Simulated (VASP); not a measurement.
Crystal: Sb.

```
CELL_PARAMETERS angstrom
3.16000 0.00000 0.00000
0.00000 3.16000 0.00000
0.00000 0.00000 3.16000
ATOMIC_POSITIONS crystal
Sb 0.00000 0.00000 0.00000
```

This isn't the form of Sb at room conditions, which is rhombohedral.

- Program: VASP 6.6.1
- Task: relaxation of cell and atoms
- Functional: r2SCAN
- Potentials or basis: VASP PAW PBE potentials, release 64 (Sb)
- Cutoff: 600 eV
- k mesh: 8 × 8 × 8
- Occupations: fermi-dirac, width 0.05 eV
- Spin: no spin polarisation

At the start: pressure -3.3 GPa; volume 31.55 Å³/atom.

Where does the relaxation end?

Over 3 steps the energy falls by 20.6 meV/atom and the volume is 29.69 Å³/atom (-5.9 %); space group Pm-3m (No. 221, to 0.05 Å).

The path:
| step | energy change (eV) | largest force (eV/Å) | pressure (GPa) | volume (Å³) |
| --- | --- | --- | --- | --- |
| 1 | 0.0000 | 0.0000 | -3.35 | 31.55 |
| 2 | -0.0127 | 0.0000 | 2.65 | 28.64 |
| 3 | -0.0206 | 0.0000 | 0.01 | 29.69 |

Final structure:
```
Sb
1.0
     3.09646    0.00000    0.00000
     0.00000    3.09646    0.00000
     0.00000    0.00000    3.09646
Sb
1
Direct
  0.00000 0.00000 0.00000
```

Caveat: the PAW data sets were made with another functional, which shifts forces and pressure a little.
